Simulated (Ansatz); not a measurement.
Density of states of Au (Cmcm, a = 2.820 Å, b = 5.034 Å, c = 4.801 Å, α = 90.00°, β = 90.00°, γ = 90.00°), in states per eV and primitive cell, averaged over bins of 0.5 eV. Level of theory: DFT PBEsol, scalar-relativistic, plane waves, PAW (Ansatz).

Settings: cutoff 420 eV, Γ-centred mesh 16×16×10 on the computed 2-atom cell, Gaussian smearing of 0.10 eV; no spin polarisation.

The cell is relaxed at this level. The states (both spins) are summed by tetrahedra on a 24×24×15 mesh at the self-consistent density. Energies are bin centres; the table starts no lower than −8 eV and ends at 6 eV, or lower where the solved bands end.

It is a metal at this level.

```csv
E − E_F (eV),total,Au 5d,Au 6s
-7.80,0.40,0.06,0.33
-7.30,1.08,0.53,0.55
-6.80,2.55,1.89,0.65
-6.30,2.93,2.56,0.35
-5.80,3.60,3.38,0.18
-5.30,3.65,3.48,0.12
-4.80,4.10,3.91,0.14
-4.30,4.58,4.33,0.17
-3.80,4.37,4.12,0.16
-3.30,3.17,2.99,0.10
-2.80,3.04,2.92,0.07
-2.30,4.70,4.57,0.09
-1.80,3.38,3.22,0.14
-1.30,0.59,0.37,0.18
-0.80,0.57,0.29,0.21
-0.30,0.59,0.24,0.24
0.20,0.60,0.19,0.25
0.70,0.54,0.14,0.24
1.20,0.52,0.11,0.23
1.70,0.55,0.10,0.25
2.20,0.54,0.08,0.26
2.70,0.55,0.07,0.29
3.20,0.49,0.05,0.26
3.70,0.46,0.04,0.26
4.20,0.64,0.05,0.38
4.70,0.79,0.05,0.32
5.20,0.80,0.03,0.23
5.70,0.68,0.02,0.16
```

The columns after the total are the Löwdin projections on the occupied valence shells of the potentials. The rest of the total lies in shells that are empty in the free atom, which aren't projected, and between the atoms.

Spin-orbit coupling is left out, which matters for the bands of heavy elements.

This form isn't the element's structure at ambient conditions.

Cost: 1 run of about 2.4 core-minutes, on Intel Xeon Processor @ 2.50GHz (Skylake/Cascade Lake) (shared hosts).